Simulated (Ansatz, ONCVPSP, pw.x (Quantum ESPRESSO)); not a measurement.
# What a changed setting does to a pw.x run (sc Os)

Potential: optimised norm-conserving Vanderbilt (ONCV), ONCVPSP 4.0.1, PBE; core [Xe] 4f14, reference 5d6 6s1.5 6p0.5; waves: 6s: rc 2.25 bohr, ncon 3, nbas 6, qcut 2.6 1/bohr, 2 projectors, debl 2.2 Ha; 6p: rc 3.55 bohr, ncon 4, nbas 7, qcut 2.7 1/bohr, 2 projectors, debl 3.3 Ha; 5d: rc 2.25 bohr, ncon 4, nbas 9, qcut 6.4 1/bohr, 1 projector; local part: polynomial inside 2.10 bohr (lpopt 2, dvloc0 -1 Ha); core correction: Teter function, fcfact 4.5, rcfact 1.65.

The reference run (k-mesh 13³, cutoffs 50/200 Ry, Fermi–Dirac 0.01 Ry, mixing_beta 0.4, conv_thr 1e-9, no spin) gives -3.48 GPa at 16.741 Å³/atom, where all-electron LAPW gives 0.11 GPa. This run, with its own iteration cap, changes degauss to 0.005.

```
&control
  calculation='scf', prefix='x', pseudo_dir='./', outdir='./tmp', tstress=.true., disk_io='none'
/
&system
  ibrav=0, nat=1, ntyp=1, ecutwfc=50, ecutrho=200, nbnd=11,
  occupations='smearing', smearing='fd', degauss=0.005
/
&electrons
  conv_thr=1e-09, mixing_beta=0.4, electron_maxstep=70
/
ATOMIC_SPECIES
Os 1.0 Os.UPF
CELL_PARAMETERS angstrom
  2.55815663 0.00000000 0.00000000
  0.00000000 2.55815663 0.00000000
  0.00000000 0.00000000 2.55815663
ATOMIC_POSITIONS crystal
Os 0.0000 0.0000 0.0000
K_POINTS automatic
13 13 13 0 0 0
```

```bash
pw.x < Os.scf.in > Os.scf.out
```

Problem. How does the run end?

Solution. It converges in 8 iterations; the free energy moves by +32.0 meV/atom and the pressure by -0.48 GPa. In a metal, with Fermi–Dirac smearing, F lies below its zero-width value by a term in the square of the width.

```
Message from routine setup:
     using ibrav=0 with symmetry is DISCOURAGED, use correct ibrav instead
     lattice parameter (alat)  =       4.8342  a.u.
     unit-cell volume          =     112.9739 (a.u.)^3
     number of electrons       =         8.00
     number of Kohn-Sham states=           11
     kinetic-energy cutoff     =      50.0000  Ry
     charge density cutoff     =     200.0000  Ry
     scf convergence threshold =      1.0E-09
     Exchange-correlation= PBE
     number of k points=    84  Fermi-Dirac smearing, width (Ry)=  0.0050
     iteration #  1     ecut=    50.00 Ry     beta= 0.40
     total energy              =     -40.18393390 Ry
     estimated scf accuracy    <       0.01605244 Ry
     iteration #  2     ecut=    50.00 Ry     beta= 0.40
     total energy              =     -40.18470537 Ry
     estimated scf accuracy    <       0.00179287 Ry
     iteration #  3     ecut=    50.00 Ry     beta= 0.40
     total energy              =     -40.18483716 Ry
     estimated scf accuracy    <       0.00019879 Ry
     [... 2 iterations left out ...]
     iteration #  6     ecut=    50.00 Ry     beta= 0.40
     total energy              =     -40.18484804 Ry
     estimated scf accuracy    <       0.00000001 Ry
     iteration #  7     ecut=    50.00 Ry     beta= 0.40
     total energy              =     -40.18484804 Ry
     estimated scf accuracy    <          1.8E-09 Ry
     iteration #  8     ecut=    50.00 Ry     beta= 0.40
     the Fermi energy is    15.6180 ev
!    total energy              =     -40.18484804 Ry
     estimated scf accuracy    <          4.0E-11 Ry
     smearing contrib. (-TS)   =      -0.00154138 Ry
     The total energy is F=E-TS. E is the sum of the following terms:
     one-electron contribution =      13.83615721 Ry
     hartree contribution      =       1.82445968 Ry
     xc contribution           =     -18.28104656 Ry
     ewald contribution        =     -37.56287699 Ry
     convergence has been achieved in   8 iterations
          total   stress  (Ry/bohr**3)                   (kbar)     P=      -39.61
     Message from routine punch:
     Nothing written, as per user request (disk_io='none')
```

The run took about 5.8 s on one core of a shared host (Intel(R) Xeon(R) Platinum 8488C, 192 threads, 744 GiB, load 22).
